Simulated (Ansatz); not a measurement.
**Be2C (antifluorite): gap against strain (uniaxial along z, other directions held)**

Be2C built on the antifluorite prototype, relaxed with r2SCAN in the plane-wave code Ansatz, then strained (uniaxial along z, other directions held; changes of length per length, axes as in the cell below) with the atoms relaxed again within the symmetry that is left. It is cubic, Fm-3m (No. 225); a = 4.321 Å in the conventional setting, 6.72 Å³ an atom. Around C lie 8 Be at 1.87 Å; around Be lie 4 C at 1.87 Å. No spin polarisation and no zero-point or thermal motion.

```xyz
3
Lattice="0.0000 2.1605 2.1605 2.1605 0.0000 2.1605 2.1605 2.1605 0.0000" Properties=species:S:1:pos:R:3 pbc="T T T"
C     0.0000    0.0000    0.0000
Be    1.0802    1.0802    1.0802
Be    3.2407    3.2407    3.2407
```

Gaps are the least over each mesh (PBE 10×10×10, r2SCAN 10×10×10, HSE06 8×8×8 when unstrained) and the special points, which keep their unstrained names; stress is the change from the unstrained cell, compression positive.

```
strain (%)  gap, PBE (eV)  gap, r2SCAN (eV)  gap, HSE06 (eV)  edges, HSE06  stress along the strain, r2SCAN (GPa)  energy rise, r2SCAN (meV/atom)
      -0.5          1.100             1.457            1.838         Γ → X                                  +3.06                             0.3
       0.0          1.173             1.531            1.912         Γ → X                                   0.00                             0.0
     +1.27          1.075             1.429            1.808         Γ → X                                  -7.51                             2.0
      +2.5          0.982             1.332            1.710         Γ → X                                 -14.45                             7.7
      +3.0          0.945             1.293            1.671         Γ → X                                 -17.19                            11.0
```

Between zero and the nearest strains the slope of the HSE06 gap against strain is +0.147 eV per percent for negative and -0.082 for positive strain; it falls either way, as happens when edge states split or other valleys take over.

The meshes of the hybrids are coarse, so their gaps aren't converged to the digits shown.
